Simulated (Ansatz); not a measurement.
# Zr (Zr (210), 1 layers): how the settings move a single-point run

Question: which choices in the input matter for Zr (Zr (210), 1 layers)?

Computed with Ansatz 0.2.0 (reference: DFT, PBEsol, all-electron LAPW, scalar-relativistic, unless a step's input says otherwise).

## 1. Starting point

Symmetry: Pmmm, No. 47, orthorhombic system. The conventional cell has a = 3.520 Å, b = 7.871 Å, c = 16.000 Å, α = 90.00°, β = 90.00°, γ = 90.00°. Zr (site symmetry mmm) is surrounded by 2 Zr at 3.52 Å.

Structure file:

```
CELL_PARAMETERS angstrom
7.87072 0.00000 0.00000
0.00000 3.51989 0.00000
0.00000 0.00000 16.00000
ATOMIC_POSITIONS crystal
Zr 0.00000 0.00000 0.50000
```

## 2. The reference run

input.yaml reads:

```yaml
crystal:
  lattice:
    - [7.8707169724, 0.0, 0.0]
    - [0.0, 3.5198916364, 0.0]
    - [0.0, 0.0, 16.0]
  atoms:
    - { symbol: Zr, position: [0.0, 0.0, 0.5] }
  periodic: [true, true, false]
kpoints:
  mp_grid: { grid: [5, 10, 1] }
scf:
  occupations: { method: fermi_dirac, width: 0.05 }
hamiltonian:
  xc: pbesol
  pseudopotentials: { kind: all_electron, lapw: { basis_error: 0.001 } }
output:
  forces: true
  stress: true
  eigenvalues: true
```

Launch:

```console
ansatz run input.yaml --threads 1 --pin off --max-ram 3584MiB --backend cpu --events-out ev --progress --plain --runs-dir out
```

## 3. Changing settings: lower_state_search full, hubbard.sites [{species: Zr, l: d, u_eff: 1.0}], hubbard.double_counting fll

input.yaml: that of step 2 with these lines changed.

```diff
@@ -12,2 +12,3 @@
   occupations: { method: fermi_dirac, width: 0.05 }
+  lower_state_search: full
 hamiltonian:
@@ -15,2 +16,3 @@
   pseudopotentials: { kind: all_electron, lapw: { basis_error: 0.001 } }
+  hubbard: { sites: [{ species: Zr, l: d, u_eff: 1.0 }], double_counting: fll }
 output:
```

Before running it: what results should come out? Wanted: for each run, ending; energy change; gap; force.

The runs gave:

| run | ending | energy change | gap (eV) | force (eV/Å) | cycles | time |
| --- | --- | --- | --- | --- | --- | --- |
| reference | converged | 0 | 0.00 | 0.00 | 11 | 8.7 s |
| 1: lower_state_search full, hubbard.sites [{species: Zr, l: d, u_eff: 1.0}], hubbard.double_counting fll | converged | +773.5 meV/atom (U changed: no physical gain or loss) | 0.00 | 0.00 | 10 | 56 s |

Residual by cycle in the longest SCF loop of each run; runs are numbered as in the table. The quantity is the density residual dr2, in eV.

| cycle | reference | run 1 |
| --- | --- | --- |
| 1 | 1.27 | 1.11 |
| 2 | 0.544 | 0.07 |
| 3 | 0.0609 | 0.0341 |
| 4 | 0.00978 | 0.00275 |
| 5 | 0.00241 | 5.7e-4 |
| 6 | 3.6e-4 | 3.7e-5 |
| 7 | 4.2e-4 | 5.0e-6 |
| 8 | 4.7e-6 | 9.5e-7 |
| 9 | 8.5e-7 | 1.1e-7 |
| 10 | 2.4e-7 | 2.7e-8 |
| 11 | 3.6e-8 | - |

**Reading.** Changing the search for lower states and Hubbard U moves the energy by +773.5 meV/atom. The U term adds an energy of its own, so the shift says nothing about which run is better. Cost: 10 SCF cycles against 11, 56 s against 8.7 s. A changed U is a change of model: its shifts are not errors of convergence.
